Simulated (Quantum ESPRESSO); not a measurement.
SiC (Moissanite) under changes of volume

One of the cells (10.341 Å³/atom); the others are scaled copies at fixed shape and fractional positions:

```xyz
4
Lattice="3.0760 0.0000 0.0000 -1.5380 2.6639 0.0000 0.0000 0.0000 5.0480" Properties=species:S:1:pos:R:3 pbc="T T T"
Si    1.5380    0.8880    2.5240
Si    0.0000    1.7759    0.0000
C     1.5380    0.8880    4.4675
C     0.0000    1.7759    1.9435
```

| Item | Value |
| --- | --- |
| Program | Quantum ESPRESSO 7.5 |
| Functional | PBEsol |
| Potentials or basis | PseudoDojo 0.4.1 SR PBEsol standard |
| Cutoff | 1116 eV |
| Density cutoff | 4463 eV |
| k mesh | 10 × 10 × 5 |
| Occupations | fermi-dirac, width 0.05 eV |
| Spin | no spin polarisation |

| volume (Å³/atom) | energy over the lowest point (meV/atom) | pressure (GPa) | gap on the mesh (eV) | largest force (eV/Å) |
| --- | --- | --- | --- | --- |
| 9.721 | 30.00 | 15.8 | 2.23 | 0.859 |
| 9.927 | 13.23 | 10.1 | 2.26 | 0.823 |
| 10.134 | 3.45 | 5.0 | 2.30 | 0.788 |
| 10.341 | 0.00 | 0.3 | 2.33 | 0.755 |
| 10.548 | 2.30 | -3.9 | 2.36 | 0.724 |
| 10.755 | ? | ? | ? | ? |
| 10.961 | 22.06 | -11.3 | 2.37 | 0.667 |

Q: What does the run at 10.755 Å³/atom give?

A: Energy over the lowest point 9.82 meV/atom; pressure -7.8 GPa; gap on the mesh 2.39 eV; largest force 0.695 eV/Å.

Worked out: A Birch-Murnaghan fit of order 3 (a polynomial in V^(-2/3)) to the other rows has its minimum at 10.36 Å³/atom with B0 = V·E''(V) = 221 GPa and B' = 4.0 at fixed shape and positions, which overstates the stiffness. It gives 9.85 meV/atom at 10.755 Å³/atom, against the run's 9.82, and -dE/dV = -7.7 GPa, against -7.8. A parabola through the other rows of the gap, of slope 0.565 eV per unit of ln V there, gives 2.37 eV, against the run's 2.39.

Energies are extrapolated to zero smearing.

Caveats: an odd mesh through Γ misses points on the zone boundary, where band edges often lie.
